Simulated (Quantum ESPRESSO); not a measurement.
Set up this calculation in Quantum ESPRESSO 7.5, as the native input.

```
Task                : single point
Functional          : PBEsol
Potentials or basis : GBRV 1.5 PBEsol
Cutoff              : 762 eV
Density cutoff      : 6095 eV
k mesh              : 11 × 11 × 3
Occupations         : fermi-dirac, width 0.05 eV
Spin                : no spin polarisation
Mixing beta         : 0.5
Most SCF iterations : 120
SCF threshold       : 8e-10 Ry
```

Crystal: Ag.

```xyz
4
Lattice="2.8862 0.0000 0.0000 -1.4431 2.4995 0.0000 0.0000 0.0000 10.0000" Properties=species:S:1:pos:R:3 pbc="T T T"
Ag    0.0000    0.0000    5.0000
Ag    0.0000    0.0000    0.0000
Ag    1.4431    0.8332    7.5000
Ag    0.0000    1.6663    2.5000
```

This isn't the form of Ag at room conditions, which is fcc.

One way to write it, as run:

pw.in

```
&CONTROL
  calculation = 'scf'
  prefix = 'pwscf'
  outdir = './tmp'
  pseudo_dir = './pseudo'
  tprnfor = .true.
  tstress = .true.
  disk_io = 'low'
/
&SYSTEM
  ibrav = 0
  celldm(1) = 8
  nat = 4
  ntyp = 1
  ecutwfc = 56
  ecutrho = 448
  nbnd = 50
  occupations = 'smearing'
  smearing = 'fd'
  degauss = 0.00367493
/
&ELECTRONS
  conv_thr = 8d-10
  electron_maxstep = 120
  mixing_beta = 0.5
/
ATOMIC_SPECIES
Ag   107.8682 ag_pbesol_v1.4.uspp.F.UPF
CELL_PARAMETERS alat
  0.6817659426119   0.0000000000000   0.0000000000000
 -0.3408829713059   0.5904266257363   0.0000000000000
  0.0000000000000   0.0000000000000   2.3621576557822
ATOMIC_POSITIONS crystal
Ag     0.0000000000    0.0000000000    0.5000000000
Ag     0.0000000000    0.0000000000    0.0000000000
Ag     0.6666666667    0.3333333333    0.7500000000
Ag     0.3333333333    0.6666666667    0.2500000000
K_POINTS automatic
11 11 3 0 0 0
```

pp_density.in

```
&INPUTPP
  prefix = 'pwscf'
  outdir = './tmp'
  filplot = 'density.dat'
  plot_num = 0
/
&PLOT
  nfile = 1
  filepp(1) = 'density.dat'
  iflag = 3
  output_format = 6
  fileout = 'density.cube'
/
```

pp_potential.in

```
&INPUTPP
  prefix = 'pwscf'
  outdir = './tmp'
  filplot = 'potential.dat'
  plot_num = 11
/
&PLOT
  nfile = 1
  filepp(1) = 'potential.dat'
  iflag = 3
  output_format = 6
  fileout = 'potential.cube'
/
```

Potentials or basis: GBRV 1.5 PBEsol.

Run with:

```sh
$ OMP_NUM_THREADS=1 mpirun -n 2 pw.x -nk 2 -in pw.in > pw.out
$ OMP_NUM_THREADS=1 mpirun -n 1 pp.x -in pp_density.in > pp_density.out
$ OMP_NUM_THREADS=1 mpirun -n 1 pp.x -in pp_potential.in > pp_potential.out
```

It gave:

```yaml
Pressure: -7.5 GPa
Band_gap_on_the_k_mesh: none (metal or under the smearing width)
```

Run time: 30 s on 2 MPI ranks on Intel(R) Xeon(R) 6975P-C (Granite Rapids), on a shared host, peak memory 0.48 GiB a rank.
